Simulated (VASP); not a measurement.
# Al2O3 (Pnnm) in VASP: further runs, part 2 of 2

VASP 6.6.1. Earlier steps stand in the parts before.

**3. Band structure, PW91**

Input file INCAR:

```
SYSTEM = Al2O3
PREC     = Accurate       ! precision mode
ENCUT    = 520            ! plane-wave cutoff, eV
EDIFF    = 1E-7           ! SCF threshold, eV
ISMEAR   = -1             ! smearing method
SIGMA    = 0.05           ! smearing width, eV
LREAL    = .False.        ! projectors in reciprocal space
LASPH    = .True.         ! aspherical terms in the spheres
NELM     = 100            ! most SCF steps
ALGO     = Normal         ! electronic algorithm
ISIF     = 2              ! what is computed and relaxed
LWAVE    = .False.        ! write WAVECAR
LCHARG   = .False.        ! write CHGCAR
GGA      = 91             ! functional
NBANDS   = 35             ! bands
```

Input file KPOINTS:

```
regular mesh
0
Gamma
  5 3 7
  0 0 0
```

Input file POSCAR:

```
Al2O3
1.0
    4.6137770000      0.0000000000      0.0000000000
    0.0000000000      9.5632790000      0.0000000000
    0.0000000000      0.0000000000      3.1198620000
Al O
4 6
Direct
    0.9829750000      0.8245730000      0.0000000000
    0.0170250000      0.1754270000      0.0000000000
    0.4829750000      0.6754270000      0.5000000000
    0.5170250000      0.3245730000      0.5000000000
    0.5000000000      0.5000000000      0.5000000000
    0.1236350000      0.7530500000      0.5000000000
    0.3763650000      0.2530500000      0.0000000000
    0.6236350000      0.7469500000      0.0000000000
    0.0000000000      0.0000000000      0.0000000000
    0.8763650000      0.2469500000      0.5000000000
```

Input file KPOINTS_OPT:

```
path GXSYGZURTZ,YT,UX,SR
15
line-mode
reciprocal
 0.0000000000  0.0000000000  0.0000000000  G
 0.0000000000  0.0000000000  0.5000000000  X

 0.0000000000  0.0000000000  0.5000000000  X
 0.5000000000  0.0000000000  0.5000000000  S

 0.5000000000  0.0000000000  0.5000000000  S
 0.5000000000  0.0000000000  0.0000000000  Y

 0.5000000000  0.0000000000  0.0000000000  Y
 0.0000000000  0.0000000000  0.0000000000  G

 0.0000000000  0.0000000000  0.0000000000  G
 0.0000000000  0.5000000000  0.0000000000  Z

 0.0000000000  0.5000000000  0.0000000000  Z
 0.0000000000  0.5000000000  0.5000000000  U

 0.0000000000  0.5000000000  0.5000000000  U
 0.5000000000  0.5000000000  0.5000000000  R

 0.5000000000  0.5000000000  0.5000000000  R
 0.5000000000  0.5000000000  0.0000000000  T

 0.5000000000  0.5000000000  0.0000000000  T
 0.0000000000  0.5000000000  0.0000000000  Z

 0.5000000000  0.0000000000  0.0000000000  Y
 0.5000000000  0.5000000000  0.0000000000  T

 0.0000000000  0.5000000000  0.5000000000  U
 0.0000000000  0.0000000000  0.5000000000  X

 0.5000000000  0.0000000000  0.5000000000  S
 0.5000000000  0.5000000000  0.5000000000  R
```

Potentials or basis: VASP PAW PBE potentials, release 64 (Al, O).

Run with:

```sh
cat potpaw_PBE.64/Al/POTCAR potpaw_PBE.64/O/POTCAR > POTCAR
mpirun -np 1 vasp_std > vasp.out
```

Run time: 6.4 min. Hardware: 1 thread of AMD EPYC 9R45 (Zen 5), shared host; peak memory 0.29 GiB.

The run converged. Its results:

- Free energy: -74.4458 eV
- Pressure: -0.3 GPa
- Largest force: 0.189 eV/Å
- Band gap on the k mesh: 3.54 eV, direct
- Band gap along the path: 3.54 eV, direct

Forces in eV/Å, atoms in the order of the input:
```
Al  -0.057 -0.058  0.000
Al   0.057  0.058  0.000
Al  -0.057  0.058  0.000
Al   0.057 -0.058  0.000
O    0.000  0.000  0.000
O    0.161 -0.100  0.000
O   -0.161 -0.100  0.000
O    0.161  0.100  0.000
O    0.000  0.000  0.000
O   -0.161  0.100  0.000
```

Stress tensor (GPa, compression positive):
```
 0.94  0.00  0.00
 0.00  1.57  0.00
 0.00  0.00 -3.42
```

Levels at the corners of the path, in eV from the valence-band top:
```
point  band 20  band 21  band 22  band 23  band 24  band 25  band 26  band 27  band 28  band 29
    Γ    -1.32    -1.04    -0.53    -0.06     0.00     3.54     5.07     6.17     6.89     7.09
    X    -2.32    -1.07    -1.07    -0.71    -0.71     7.72     7.72     8.06     8.06     8.38
    X    -2.32    -1.07    -1.07    -0.71    -0.71     7.72     7.72     8.06     8.06     8.38
    S    -1.99    -1.21    -1.21    -0.56    -0.56     6.95     6.95     8.09     8.09     8.31
    S    -1.99    -1.21    -1.21    -0.56    -0.56     6.95     6.95     8.09     8.09     8.31
    Y    -2.27    -0.88    -0.88    -0.02    -0.02     6.02     6.02     6.53     6.53     7.96
    Y    -2.27    -0.88    -0.88    -0.02    -0.02     6.02     6.02     6.53     6.53     7.96
    Γ    -1.32    -1.04    -0.53    -0.06     0.00     3.54     5.07     6.17     6.89     7.09
    Γ    -1.32    -1.04    -0.53    -0.06     0.00     3.54     5.07     6.17     6.89     7.09
    Z    -1.52    -0.73    -0.73    -0.03    -0.03     4.20     4.20     6.53     6.53     7.85
    Z    -1.52    -0.73    -0.73    -0.03    -0.03     4.20     4.20     6.53     6.53     7.85
    U    -2.42    -1.14    -1.14    -0.61    -0.61     7.64     7.64     8.10     8.10     8.41
    U    -2.42    -1.14    -1.14    -0.61    -0.61     7.64     7.64     8.10     8.10     8.41
    R    -1.98    -1.05    -1.05    -0.72    -0.72     7.15     7.15     8.07     8.07     8.38
    R    -1.98    -1.05    -1.05    -0.72    -0.72     7.15     7.15     8.07     8.07     8.38
    T    -2.54    -0.81    -0.81    -0.02    -0.02     5.99     5.99     6.50     6.50     8.16
    T    -2.54    -0.81    -0.81    -0.02    -0.02     5.99     5.99     6.50     6.50     8.16
    Z    -1.52    -0.73    -0.73    -0.03    -0.03     4.20     4.20     6.53     6.53     7.85
    Y    -2.27    -0.88    -0.88    -0.02    -0.02     6.02     6.02     6.53     6.53     7.96
    T    -2.54    -0.81    -0.81    -0.02    -0.02     5.99     5.99     6.50     6.50     8.16
    U    -2.42    -1.14    -1.14    -0.61    -0.61     7.64     7.64     8.10     8.10     8.41
    X    -2.32    -1.07    -1.07    -0.71    -0.71     7.72     7.72     8.06     8.06     8.38
    S    -1.99    -1.21    -1.21    -0.56    -0.56     6.95     6.95     8.09     8.09     8.31
    R    -1.98    -1.05    -1.05    -0.72    -0.72     7.15     7.15     8.07     8.07     8.38
```

Caveat: the PAW data sets were made with another functional, which shifts forces and pressure a little. A hybrid or GW would open this gap; PW91 tends to underestimate it.

**4. Band structure, r2SCAN**

INCAR: that of step 3 with these lines changed.

```diff
@@ -13,3 +13,4 @@
 LCHARG   = .False.        ! write CHGCAR
-GGA      = 91             ! functional
+METAGGA  = R2SCAN         ! meta-GGA
+LMIXTAU  = .True.       
 NBANDS   = 35             ! bands
```

KPOINTS is that of step 3.

POSCAR is that of step 3.

KPOINTS_OPT is that of step 3.

Potentials or basis: VASP PAW PBE potentials, release 64 (Al, O).

Run with:

```sh
cat potpaw_PBE.64/Al/POTCAR potpaw_PBE.64/O/POTCAR > POTCAR
mpirun -np 1 vasp_std > vasp.out
```

OUTCAR:

```text
SYSTEM = Al2O3
   PREC = Accurate
   ENCUT = 520
   EDIFF = 1E-7
   ISMEAR = -1
   LREAL = .False.
   LASPH = .True.
   NELM = 100
   ISIF = 2
   METAGGA = R2SCAN

 ion  position               nearest neighbor table
   1  0.983  0.825  0.000-   9 1.68   8 1.82   6 1.82   6 1.82   3 3.13   3 3.13   3 3.13   3 3.13
                             2 3.36
   2  0.017  0.175  0.000-   9 1.68   7 1.82  10 1.82  10 1.82   4 3.13   4 3.13   4 3.13   4 3.13
                             1 3.36
   3  0.483  0.675  0.500-   5 1.68   6 1.82   8 1.82   8 1.82   1 3.13   1 3.13   1 3.13   1 3.13
                             4 3.36
[... 1140 lines left out ...]

 VOLUME and BASIS-vectors are now :
 -----------------------------------------------------------------------------
  energy-cutoff  :      520.00
  volume of cell :      137.66
      direct lattice vectors                 reciprocal lattice vectors
     4.613777000  0.000000000  0.000000000     0.216742162  0.000000000  0.000000000
     0.000000000  9.563279000  0.000000000     0.000000000  0.104566645  0.000000000
     0.000000000  0.000000000  3.119862000     0.000000000  0.000000000  0.320526998

 POSITION                                       TOTAL-FORCE (eV/Angst)
 -----------------------------------------------------------------------------------
      4.53523      7.88562      0.00000        -0.099355     -0.070270      0.000000
      0.07855      1.67766      0.00000         0.099355      0.070270      0.000000
      2.22834      6.45930      1.55993        -0.099355      0.070270      0.000000
      2.38544      3.10398      1.55993         0.099355     -0.070270      0.000000
      2.30689      4.78164      1.55993        -0.000000      0.000000      0.000000
      0.57042      7.20163      1.55993         0.212643     -0.016357      0.000000
      1.73646      2.41999      0.00000        -0.212643     -0.016357      0.000000
      2.87731      7.14329      0.00000         0.212643      0.016357      0.000000
      0.00000      0.00000      0.00000        -0.000000      0.000000      0.000000
      4.04335      2.36165      1.55993        -0.212643      0.016357      0.000000
 -----------------------------------------------------------------------------------
    total drift:                                0.000000     -0.000000     -0.000000

  FREE ENERGIE OF THE ION-ELECTRON SYSTEM (eV)
  ---------------------------------------------------
  free  energy   TOTEN  =       -94.6518226928 eV

  energy  without entropy=      -94.6518226927  energy(sigma->0) =      -94.65182269
```

Run time: 25 min. Hardware: 1 thread of AMD EPYC 9R45 (Zen 5), shared host; peak memory 0.28 GiB.

Results:

* Free energy: -94.6518 eV
* Pressure: -4.2 GPa
* Largest force: 0.213 eV/Å
* Band gap on the k mesh: 4.11 eV, direct
* Band gap along the path: 4.11 eV, direct

Forces in eV/Å, atoms in the order of the input:
```
Al  -0.099 -0.070  0.000
Al   0.099  0.070  0.000
Al  -0.099  0.070  0.000
Al   0.099 -0.070  0.000
O    0.000  0.000  0.000
O    0.213 -0.016  0.000
O   -0.213 -0.016  0.000
O    0.213  0.016  0.000
O    0.000  0.000  0.000
O   -0.213  0.016  0.000
```

Stress tensor (GPa, compression positive):
```
-2.35  0.00  0.00
 0.00 -2.57  0.00
 0.00  0.00 -7.78
```

Levels at the corners of the path, in eV from the valence-band top:
```csv
point,band 20,band 21,band 22,band 23,band 24,band 25,band 26,band 27,band 28,band 29
Γ,-1.35,-1.06,-0.54,-0.06,0.00,4.11,5.81,6.72,7.70,7.76
X,-2.38,-1.09,-1.09,-0.72,-0.72,8.46,8.46,8.62,8.62,9.10
X,-2.38,-1.09,-1.09,-0.72,-0.72,8.46,8.46,8.62,8.62,9.10
S,-2.04,-1.23,-1.23,-0.58,-0.58,7.56,7.56,8.81,8.81,9.14
S,-2.04,-1.23,-1.23,-0.58,-0.58,7.56,7.56,8.81,8.81,9.14
Y,-2.32,-0.90,-0.90,-0.02,-0.02,6.66,6.66,7.26,7.26,8.59
Y,-2.32,-0.90,-0.90,-0.02,-0.02,6.66,6.66,7.26,7.26,8.59
Γ,-1.35,-1.06,-0.54,-0.06,0.00,4.11,5.81,6.72,7.70,7.76
Γ,-1.35,-1.06,-0.54,-0.06,0.00,4.11,5.81,6.72,7.70,7.76
Z,-1.55,-0.75,-0.75,-0.03,-0.03,4.80,4.80,7.28,7.28,8.50
Z,-1.55,-0.75,-0.75,-0.03,-0.03,4.80,4.80,7.28,7.28,8.50
U,-2.48,-1.16,-1.16,-0.63,-0.63,8.38,8.38,8.65,8.65,9.13
U,-2.48,-1.16,-1.16,-0.63,-0.63,8.38,8.38,8.65,8.65,9.13
R,-2.03,-1.06,-1.06,-0.74,-0.74,7.74,7.74,8.92,8.92,9.05
R,-2.03,-1.06,-1.06,-0.74,-0.74,7.74,7.74,8.92,8.92,9.05
T,-2.59,-0.83,-0.83,-0.02,-0.02,6.73,6.73,7.07,7.07,8.95
T,-2.59,-0.83,-0.83,-0.02,-0.02,6.73,6.73,7.07,7.07,8.95
Z,-1.55,-0.75,-0.75,-0.03,-0.03,4.80,4.80,7.28,7.28,8.50
Y,-2.32,-0.90,-0.90,-0.02,-0.02,6.66,6.66,7.26,7.26,8.59
T,-2.59,-0.83,-0.83,-0.02,-0.02,6.73,6.73,7.07,7.07,8.95
U,-2.48,-1.16,-1.16,-0.63,-0.63,8.38,8.38,8.65,8.65,9.13
X,-2.38,-1.09,-1.09,-0.72,-0.72,8.46,8.46,8.62,8.62,9.10
S,-2.04,-1.23,-1.23,-0.58,-0.58,7.56,7.56,8.81,8.81,9.14
R,-2.03,-1.06,-1.06,-0.74,-0.74,7.74,7.74,8.92,8.92,9.05
```

Caveat: the PAW data sets were made with another functional, which shifts forces and pressure a little.

**5. Summary**

```tsv
level	gap on the mesh (eV)	pressure (GPa)	largest force (eV/Å)
AM05	3.57	-2.0	0.18
PW91	3.54	-0.3	0.19
r2SCAN	4.11	-4.2	0.21
```

Alike in all rows: task band structure; potentials or basis VASP PAW PBE potentials, release 64 (Al, O); no spin polarisation; cell as given; k mesh 5 × 3 × 7; cutoff (eV) 520; smearing fermi-dirac 0.05 eV.

On the cell as given the gap runs from 3.54 eV (PW91) to 4.11 eV (r2SCAN). The pressure there spans -4.2 GPa (r2SCAN) to -0.3 GPa (PW91); a positive pressure means that this level wants a larger cell, a negative one a smaller.

Caveats: the PAW data sets were made with another functional, which shifts forces and pressure a little.

Total energies depend on the potentials used, so only differences within one code and one set of settings carry meaning.
